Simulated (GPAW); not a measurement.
Wanted: an ASE script for a GPAW 26.7.0 run.

```
Task                : single point
Functional          : PBE
Potentials or basis : GPAW PAW data sets (gpaw-data 1.2.1)
Cutoff              : 800 eV
Basis               : pw
k mesh              : 15 × 15 × 15
Occupations         : gaussian, width 0.02 eV
Spin                : no spin polarisation
Maxiter             : 150
```

The structure of Be lies in POSCAR:

```
Be
1.0
   -1.2531209513      1.2531209513      1.2531209513
    1.2531209513     -1.2531209513      1.2531209513
    1.2531209513      1.2531209513     -1.2531209513
Be
1
Direct
    0.0000000000      0.0000000000      0.0000000000
```

This isn't the form of Be at room conditions, which is hcp.

One way to write it, as run:

run.py

```python
from ase.dft.bandgap import bandgap
from ase.io import read, write
from ase.units import GPa
from gpaw import GPAW, PW

atoms = read('POSCAR')

calc = GPAW(mode=PW(800),
            xc='PBE',
            kpts={'size': (15, 15, 15), 'gamma': True},
            occupations={'name': 'methfessel-paxton', 'order': 0, 'width': 0.02},
            nbands=7,
            convergence={'density': 1e-05, 'energy': 1e-05},
            maxiter=150,
            txt='gpaw.txt')
atoms.calc = calc
energy = atoms.get_potential_energy()
forces = atoms.get_forces()
stress = atoms.get_stress()
calc.write('gs.gpw')
write('result.traj', atoms)
print(f'Energy: {energy:.6f} eV')
print('Forces (eV/A):')
print(forces.round(4))
print('Stress (GPa):', (stress / GPa).round(3))
print('Fermi level:', round(calc.get_fermi_level(), 4), 'eV')
print(f'Gap: {bandgap(calc)[0]:.4f} eV, direct: {bandgap(calc, direct=True)[0]:.4f} eV')
```

Potentials or basis: GPAW PAW data sets (gpaw-data 1.2.1), pw.

Run with:

```bash
$ OMP_NUM_THREADS=1 python run.py
```

It gave:

```json
{
 "Pressure": "0.8 GPa",
 "Band gap on the k mesh": "none (metal or under the smearing width)"
}
```

It took 6.8 s on 1 thread of Arm Neoverse V1 (shared host), peak memory 0.13 GiB.
